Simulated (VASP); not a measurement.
# Se (P2/m) in VASP: notebook

Runs on Se. Level: r2SCAN. Tasks: single point.

Program: VASP 6.6.1. These are calculated values, not measurements. Logs are shortened: lines on timing, memory, paths and dates and some standing lists are left out, and cuts for length are marked.

### 1 Starting point

Symmetry: P2/m, No. 10, monoclinic system. Conventional cell: a = 2.811 Å, b = 2.811 Å, c = 5.665 Å, α = 90.00°, β = 97.13°, γ = 90.00°. Se (site symmetry m) is surrounded by 6 Se at 2.81 to 2.90 Å.

This isn't the form of Se at room conditions, which is trigonal, of chains.

### 2 Single point, r2SCAN

The input, POSCAR:

```
Se
1.0
    2.8105630000      0.0000000000      0.0000000000
    0.0000000000      2.8105630000      0.0000000000
    2.1079222500      0.0000000000      5.6211260000
Se
2
Direct
    0.0000000000      0.0000000000      0.0000000000
   -0.3750000000      0.0000000000      0.5000000000
```

The input, INCAR.step1:

```
SYSTEM = Se
PREC = Accurate
ENCUT = 520
ISMEAR = -1
SIGMA = 0.1
LREAL = .False.
LASPH = .True.
NELM = 100
NBANDS = 13
GGA = PE
ALGO = Normal
EDIFF = 1E-4
LWAVE = .True.
LCHARG = .False.
```

The input, INCAR.step2:

```
SYSTEM = Se
PREC = Accurate
ENCUT = 520
EDIFF = 1E-7
ISMEAR = -1
SIGMA = 0.1
LREAL = .False.
LASPH = .True.
NELM = 100
ALGO = Normal
ISIF = 2
LWAVE = .False.
LCHARG = .False.
METAGGA = R2SCAN
LMIXTAU = .True.
NBANDS = 13
ISTART = 1
```

The input, KPOINTS:

```
Automatic mesh
0
Gamma
  6 6 3
  0 0 0
```

Potentials or basis: VASP PAW PBE potentials, release 64 (Se).

Launch:

```
$ cat potpaw_PBE.64/Se/POTCAR > POTCAR
$ cp INCAR.step1 INCAR
$ mpirun -np 1 vasp_std > vasp.out
$ cp INCAR.step2 INCAR
$ mpirun -np 1 vasp_std > vasp.out
```

OUTCAR:

```text
SYSTEM = Se
   PREC = Accurate
   ENCUT = 520
   EDIFF = 1E-7
   ISMEAR = -1
   LREAL = .False.
   LASPH = .True.
   NELM = 100
   ISIF = 2
   METAGGA = R2SCAN
   ISTART = 1

 ion  position               nearest neighbor table
   1  0.000  0.000  0.000-
   2  0.625  0.000  0.500-

  LATTYP: Found a simple monoclinic cell.
 ALAT       =     2.8105630000
 B/A-ratio  =     1.0000000000
 C/A-ratio  =     2.0155644371
 COS(beta)  =    -0.1240347346

  Lattice vectors:

 A1 = (   2.8105630000,   0.0000000000,   0.0000000000)
 A2 = (   0.0000000000,   2.8105630000,   0.0000000000)
 A3 = (  -0.7026407500,   0.0000000000,   5.6211260000)

Analysis of symmetry for initial positions (statically):
=====================================================================
 Subroutine PRICEL returns:
 Original cell was already a primitive cell.

 Routine SETGRP: Setting up the symmetry group for a
 simple monoclinic supercell.

 Subroutine GETGRP returns: Found  4 space group operations
 (whereof  2 operations were pure point group operations)
 out of a pool of  4 trial point group operations.

The static configuration has the point symmetry C_1h.
 The point group associated with its full space group is C_2h.

Analysis of symmetry for dynamics (positions and initial velocities):
=====================================================================
 Subroutine PRICEL returns:
 Original cell was already a primitive cell.

 Routine SETGRP: Setting up the symmetry group for a
 simple monoclinic supercell.

 Subroutine GETGRP returns: Found  4 space group operations
 (whereof  2 operations were pure point group operations)
 out of a pool of  4 trial point group operations.

The dynamic configuration has the point symmetry C_1h.
 The point group associated with its full space group is C_2h.

 Subroutine INISYM returns: Found  4 space group operations
 (whereof  2 operations are pure point group operations),
 and found     1 'primitive' translations

----------------------------------------------------------------------------------------

                                     Primitive cell

  volume of cell :      44.4028

  direct lattice vectors                    reciprocal lattice vectors
     2.810563000  0.000000000  0.000000000     0.355800599  0.000000000 -0.133425225
     0.000000000  2.810563000  0.000000000     0.000000000  0.355800599  0.000000000
     2.107922250  0.000000000  5.621126000     0.000000000  0.000000000  0.177900300

  length of vectors
     2.810563000  2.810563000  6.003365200     0.379995207  0.355800599  0.177900300

  position of ions in fractional coordinates (direct lattice)
     0.000000000  0.000000000  0.000000000
     0.625000000  0.000000000  0.500000000

  ion indices of the primitive-cell ions
   primitive index   ion index
                 1           1
                 2           2

----------------------------------------------------------------------------------------

 KPOINTS: Automatic mesh

Automatic generation of k-mesh.
 Grid dimensions read from file:
 generate k-points for:    6    6    3

 Generating k-lattice:

  Cartesian coordinates                     Fractional coordinates (reciprocal lattice)
     0.059300100  0.000000000 -0.022237537     0.166666667  0.000000000  0.000000000
     0.000000000  0.059300100  0.000000000     0.000000000  0.166666667  0.000000000
     0.000000000  0.000000000  0.059300100     0.000000000  0.000000000  0.333333333

  Length of vectors
     0.063332534  0.059300100  0.059300100

  Shift w.r.t. Gamma in fractional coordinates (k-lattice)
     0.000000000  0.000000000  0.000000000

 Subroutine IBZKPT returns following result:
 ===========================================

 Found     40 irreducible k-points:

 Following reciprocal coordinates:
            Coordinates               Weight
  0.000000  0.000000  0.000000      1.000000
  0.166667  0.000000  0.000000      2.000000
  0.333333  0.000000  0.000000      2.000000
  0.500000  0.000000  0.000000      1.000000
  0.000000  0.166667  0.000000      2.000000
  0.166667  0.166667  0.000000      4.000000
[... 16 lines left out ...]
  0.000000  0.166667  0.333333      4.000000
  0.166667  0.166667  0.333333      4.000000
 [... further k-points ...]
   k-points           NKPTS =     40   k-points in BZ     NKDIM =     40   number of bands    NBANDS=     13
   number of dos      NEDOS =    301   number of ions     NIONS =      2
   total plane-waves  NPLWV =  27648
   dimension x,y,z NGX =    24 NGY =   24 NGZ =   48
   dimension x,y,z NGXF=    48 NGYF=   48 NGZF=   96
   ions per type =               2
   NGX,Y,Z   is equivalent  to a cutoff of  14.20, 14.20, 13.29 a.u.
   NGXF,Y,Z  is equivalent  to a cutoff of  28.39, 28.39, 26.58 a.u.
 SYSTEM =  Se
   PREC   = accura    normal or accurate (medium, high low for compatibility)
   ISTART =      1    job   : 0-new  1-cont  2-samecut
   ICHARG =      0    charge: 1-file 2-atom 10-const
   ISPIN  =      1    spin polarized calculation?
   LNONCOLLINEAR =      F non collinear calculations
   LSORBIT =      F    spin-orbit coupling
   LASPH  =      T    aspherical Exc in radial PAW
   ENCUT  =  520.0 eV  38.22 Ry    6.18 a.u.   5.23  5.23 11.16*2*pi/ulx,y,z
   NELM   =    100;   NELMIN=  2; NELMDL=  0     # of ELM steps
   EDIFF  = 0.1E-06   stopping-criterion for ELM
   LREAL  =      F    real-space projection
   EDIFFG = 0.1E-05   stopping-criterion for IOM
   NSW    =      0    number of steps for IOM
   IBRION =     -1    ionic relax: 0-MD 1-quasi-New 2-CG
   NFREE  =      0    steps in history (QN), initial steepest desc. (CG)
   ISIF   =      2    stress and relaxation
   ISYM   =      2    0-nonsym 1-usesym 2-fastsym
   POTIM  = 0.5000    time-step for ionic-motion
   TEBEG  =    0.0;   TEEND  =   0.0 temperature during run
   PSTRESS=    0.0 pullay stress
   NELECT =      12.0000    total number of electrons
   NUPDOWN=      -1.0000    fix difference up-down
   EMIN   =  10.00;   EMAX   =-10.00  energy-range for DOS
   EFERMI =   0.00;   METHOD = LEGACY
   ISMEAR =    -1;   SIGMA  =   0.10  broadening in eV -4-tet -1-fermi 0-gaus
   EFERMI_NEDOS =   21; number of points for ismear=-14 and -15
   IALGO  =     38    algorithm
   IMIX   =      4    mixing-type and parameters
     AMIX     =   0.40;   BMIX     =  1.00
     AMIX_MAG =   1.60;   BMIX_MAG =  1.00
  volume/ion in A,a.u.               =      22.20       149.82
  Fermi-wavevector in a.u.,A,eV,Ry     =   1.058438  2.000157 15.242473  1.120290
  Thomas-Fermi vector in A             =   2.193747
   LORBIT       =      0    0 simple, 1 ext, 2 COOP (PROOUT), +10 PAW based schemes
   METAGGA = R2SCAN    functional components
   LHFCALC =     F    Hartree Fock is set to
   AEXX    =    0.0000 exact exchange contribution
   IVDW    =     0    specifies the selected vdW correction
   LEPSILON=     F    determine dielectric tensor
   LRPA    =     F    only Hartree local field effects (RPA)
 non-spin polarized calculation
  energy-cutoff  :      520.00
  volume of cell :       44.40
 maximum number of plane-waves:      1217
 NGX is ok and might be reduce to    24

 number of electron      12.0000000 magnetization

 Free energy of the ion-electron system (eV)
  ---------------------------------------------------
  ext. energy  EPLUGINS =         0.00000000
  ---------------------------------------------------
  free energy    TOTEN  =       -27.83821535 eV

  energy without entropy =      -27.78639935  energy(sigma->0) =      -27.81230735

 E-fermi :   4.7013     XC(G=0): -10.5376

 val. band max:        4.6687916059   @ k =   0.1667   0.3333   0.0000
 cond. band min:       4.7122850322   @ k =   0.3333   0.0000   0.0000
 fundamental gap:      0.0434934263
 Fermi energy:         4.7012932430

 k-point     1 :       0.0000    0.0000    0.0000
  band No.  band energies     occupation
      1     -12.1829      2.00000
      2     -10.0092      2.00000
      3      -2.5927      2.00000
      4       5.8963      0.00001
      5       6.2007      0.00000
      6       6.5995      0.00000
      7       7.2474      0.00000
      8       7.6811      0.00000
      9      12.8985      0.00000
     10      13.2159      0.00000
     11      13.7814      0.00000
     12      14.5769      0.00000
     13      16.6125      0.00000

 k-point     2 :       0.1667    0.0000    0.0000
  band No.  band energies     occupation
      1     -11.6936      2.00000
      2      -9.7460      2.00000
      3      -1.8835      2.00000
      4       3.4294      1.99999
      5       4.1114      1.99453
      6       5.7006      0.00009
      7       6.5839      0.00000
      8       7.8926      0.00000
      9      13.5754      0.00000
     10      14.1936      0.00000
     11      15.4581      0.00000
     12      16.2185      0.00000
     13      17.3176      0.00000

 k-point     3 :       0.3333    0.0000    0.0000
  band No.  band energies     occupation
      1     -10.3809      2.00000
      2      -9.1001      2.00000
      3      -0.5231      2.00000
      4      -0.0464      2.00000
      5       0.4406      2.00000
      6       4.7123      0.94510
      7       7.5269      0.00000
      8       8.3369      0.00000
      9      12.4756      0.00000
     10      13.6601      0.00000
     11      15.3154      0.00000
     12      17.0290      0.00000
     13      18.2220      0.00000
[... 305 lines left out ...]
 k-point    23 :       0.0000    0.1667    0.3333
  band No.  band energies     occupation
      1     -11.3625      2.00000
      2     -10.3238      2.00000
      3      -0.4822      2.00000
      4       3.2814      2.00000
      5       3.4416      1.99999
      6       4.2688      1.97387
      7       6.8177      0.00000
      8       7.5684      0.00000
      9      13.9967      0.00000
     10      14.9907      0.00000
     11      15.5278      0.00000
     12      16.7430      0.00000
     13      17.5260      0.00000

 k-point    24 :       0.1667    0.1667    0.3333
  band No.  band energies     occupation
      1     -11.1966      2.00000
      2      -9.4904      2.00000
      3      -1.1458      2.00000
      4       3.3479      2.00000
      5       3.5754      1.99997
      6       4.8223      0.45948
      7       5.1779      0.01688
      8       5.3973      0.00190
      9      13.7680      0.00000
     10      15.1600      0.00000
     11      15.9446      0.00000
     12      17.1142      0.00000
     13      18.0325      0.00000

 [... further k-points ...]

------------------------ aborting loop because EDIFF is reached ----------------------------------------

  FORCE on cell =-STRESS in cart. coord.  units (eV):
  Direction    XX          YY          ZZ          XY          YZ          ZX
  --------------------------------------------------------------------------------------
  -------------------------------------------------------------------------------------
  Total        0.7132905      0.5379038     -1.4957080      0.0000000      0.0000000      0.1304236
  in kB       25.7375405     19.4090932    -53.9693810      0.0000000      0.0000000      4.7060521
  external PRESSURE =      -2.9409158 kB  Pullay stress =       0.0000000 kB

 VOLUME and BASIS-vectors are now :
 -----------------------------------------------------------------------------
  energy-cutoff  :      520.00
  volume of cell :       44.40
      direct lattice vectors                 reciprocal lattice vectors
     2.810563000  0.000000000  0.000000000     0.355800599  0.000000000 -0.133425225
     0.000000000  2.810563000  0.000000000     0.000000000  0.355800599  0.000000000
     2.107922250  0.000000000  5.621126000     0.000000000  0.000000000  0.177900300

 POSITION                                       TOTAL-FORCE (eV/Angst)
 -----------------------------------------------------------------------------------
      0.00000      0.00000      0.00000         0.298494      0.000000      0.204225
      2.81056      0.00000      2.81056        -0.298494      0.000000     -0.204225
 -----------------------------------------------------------------------------------
    total drift:                                0.000000      0.000000      0.000000

  FREE ENERGIE OF THE ION-ELECTRON SYSTEM (eV)
  ---------------------------------------------------
  free  energy   TOTEN  =       -27.8382153457 eV

  energy  without entropy=      -27.7863993452  energy(sigma->0) =      -27.81230735
```

It took 67 s on 1 thread of Intel Xeon Platinum 8175M at 2.50GHz (Skylake/Cascade Lake), shared host; peak memory 0.18 GiB.

What came out:

* Free energy: -27.8382 eV
* Pressure: -0.3 GPa
* Largest force: 0.362 eV/Å
* Band gap on the k mesh: none (metal or under the smearing width)

Forces on the atoms (eV/Å):
```
Se   0.298  0.000  0.204
Se  -0.298  0.000 -0.204
```

Stress tensor (GPa, compression positive):
```
 2.57  0.00  0.47
 0.00  1.94  0.00
 0.47  0.00 -5.40
```

Caveat: the k mesh is coarse (spacing up to 0.40 Å⁻¹), so the values aren't converged; the PAW data sets were made with another functional, which shifts forces and pressure a little.

### 3 Single point, r2SCAN

This run uses another cell than the first one, of the same volume but with other edges.

The input, POSCAR:

```
Se
1.0
    2.8105630000      0.0000000000      0.0000000000
    0.0000000000      2.8105630000      0.0000000000
    0.7026407500      0.0000000000      5.6211260000
Se
2
Direct
    0.0000000000      0.0000000000      0.0000000000
   -0.1250000000      0.0000000000      0.5000000000
```

The input, INCAR.step1:

```
SYSTEM = Se
ALGO = Normal ; EDIFF = 1E-4
ENCUT = 520 ; GGA = PE
ISMEAR = -1 ; LASPH = .TRUE.
LCHARG = .FALSE. ; LREAL = .FALSE.
LWAVE = .TRUE. ; NBANDS = 13
NELM = 100 ; PREC = Accurate
SIGMA = 0.1
```

The input, INCAR.step2:

```
SYSTEM = Se
ALGO = Normal ; EDIFF = 1E-6
ENCUT = 520 ; ISIF = 2
ISMEAR = -1 ; ISTART = 1
LASPH = .TRUE. ; LCHARG = .TRUE.
LELF = .TRUE. ; LMIXTAU = .TRUE.
LREAL = .FALSE. ; LVHAR = .TRUE.
LWAVE = .FALSE. ; METAGGA = R2SCAN
NBANDS = 13 ; NELM = 100
PREC = Accurate ; SIGMA = 0.1
```

The input, KPOINTS:

```
k-points
0
G
  6 6 3
  0 0 0
```

Potentials or basis: VASP PAW PBE potentials, release 64 (Se).

Launch:

```
$ cat potpaw_PBE.64/Se/POTCAR > POTCAR
$ cp INCAR.step1 INCAR
$ mpirun -np 1 vasp_std > vasp.out
$ cp INCAR.step2 INCAR
$ mpirun -np 1 vasp_std > vasp.out
```

Run time: 62 s. Hardware: 1 thread of Intel Xeon Platinum 8175M at 2.50GHz (Skylake/Cascade Lake), shared host; peak memory 0.17 GiB.

It converged, with:

| Property | Result |
| --- | --- |
| Free energy | -27.7689 eV |
| Pressure | -0.2 GPa |
| Largest force | 0.276 eV/Å |
| Band gap on the k mesh | none (metal or under the smearing width) |

Forces on the atoms (eV/Å):
```
Se  -0.167  0.000  0.219
Se   0.167  0.000 -0.219
```

Stress tensor (GPa, compression positive):
```
-0.14  0.00 -0.45
 0.00  0.47  0.00
-0.45  0.00 -1.07
```

Levels at points of the mesh, in eV from the Fermi level:
| k point | band 4 | band 5 | band 6 | band 7 | band 8 | band 9 |
| --- | --- | --- | --- | --- | --- | --- |
| (0.00, 0.00, 0.00) | 1.22 | 1.53 | 1.93 | 2.57 | 3.01 | 8.23 |
| (0.50, 0.00, 0.00) | -5.97 | -4.51 | 1.40 | 3.13 | 4.33 | 4.76 |
| (0.00, 0.50, 0.00) | -5.41 | -5.25 | 2.75 | 3.32 | 3.43 | 4.03 |
| (0.50, 0.50, 0.00) | -5.27 | -4.15 | -3.77 | -2.76 | 3.23 | 3.42 |

Caveat: the k mesh is coarse (spacing up to 0.38 Å⁻¹), so the values aren't converged; the PAW data sets were made with another functional, which shifts forces and pressure a little.
